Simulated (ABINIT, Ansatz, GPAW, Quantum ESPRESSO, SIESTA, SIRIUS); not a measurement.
Ge: programs and potentials compared

```
Ge
1.0
    -2.57449    2.57449    1.39741
     2.57449   -2.57449    1.39741
     2.57449    2.57449   -1.39741
Ge
2
Direct
  0.50000 0.50000 0.00000
  0.25000 0.75000 0.50000
```

This isn't the form of Ge at room conditions, which is diamond.

Alike in all runs: task single point; functional PBEsol; k mesh 11 × 11 × 11; occupations fermi-dirac, width 0.05 eV; no spin polarisation; no spin-orbit coupling. Pressure is positive in compression and, in plane waves, holds the error of the finite cutoff, which Ansatz's Pulay term estimates and takes out.

| program and potentials | plane-wave cutoff (eV) | notes | pressure (GPa) |
| --- | --- | --- | --- |
| Ansatz, Ansatz PAW | 420 | potentials made for PBE, which Ansatz adapts in part; 14 valence electrons an atom on average; Pulay term of +0.03 GPa included | -0.61 |
| ABINIT, PseudoDojo NC SR PBEsol v0.4.1 standard | 1061 | 14 valence electrons an atom on average | -0.58 |
| SIESTA, files PseudoDojo sr-pbesol-0.4.1-standard, DZP (energy shift 0.003 Ry; two zetas on semicore shells) | - | atomic basis; 14 valence electrons an atom on average | 1.31 |
| GPAW, PAW data sets generated for this functional | 600 | 4 valence electrons an atom on average | -0.71 |
| SIRIUS, PseudoDojo 0.4.1 PBEsol standard (scalar relativistic) | 1078 | 14 valence electrons an atom on average | -0.56 |
| Quantum ESPRESSO, GBRV 1.5 PBEsol | 612 | 14 valence electrons an atom on average | -0.84 |
| Ansatz, all-electron LAPW, scalar-relativistic | - | - | -0.57 |

The pressure spans -0.84 (Quantum ESPRESSO, GBRV 1.5 PBEsol) to 1.31 GPa (SIESTA, files PseudoDojo sr-pbesol-0.4.1-standard, DZP (energy shift 0.003 Ry; two zetas on semicore shells)), with all-electron results at -0.57. The pressure on the cell as given of SIESTA, files PseudoDojo sr-pbesol-0.4.1-standard, DZP (energy shift 0.003 Ry; two zetas on semicore shells) lies far from the others; the cause wasn't traced. Rows in atomic bases carry the error of their basis and grid, which can be large.

Differences between rows come from potentials, basis sets and numerical settings, since the functional is the same but for its coding. Runs on potential files found faulty are left out.
